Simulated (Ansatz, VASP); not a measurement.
TaN in VASP and in Ansatz

```
Ta N
1.0
     2.93800    0.00000    0.00000
    -1.46900    2.54438    0.00000
     0.00000    0.00000    2.88300
Ta N
1 1
Cartesian
  0.0500 1.6963 1.4415
  0.0000 0.0000 0.0000
```

Alike in both runs: task single point; functional PBEsol; k mesh 12 × 12 × 10; occupations fermi-dirac, width 0.1 eV; no spin polarisation.

```csv
,VASP,Ansatz
version,VASP 6.6.1,Ansatz 0.2.0
potentials or method,"VASP PAW PBE potentials, release 64 (Ta_pv, N)","plane waves, PAW"
plane-wave cutoff (eV),520,450
valence electrons in the cell,16,18
```

|  | VASP | Ansatz | Ansatz less VASP |
| --- | --- | --- | --- |
| rms of the force components (eV/Å) | 0.376 | 0.373 | -0.0028 |

Atom by atom the forces differ by 0.003 eV/Å (rms over components). The functional is the same, so the differences come from potentials, cutoffs and numerics. The two sets of potentials don't hold the same shells in valence.

Caveats: the PAW data sets were made with another functional, which shifts forces and pressure a little (VASP). The runs have no spin-orbit coupling, so splittings on Ta are missing.
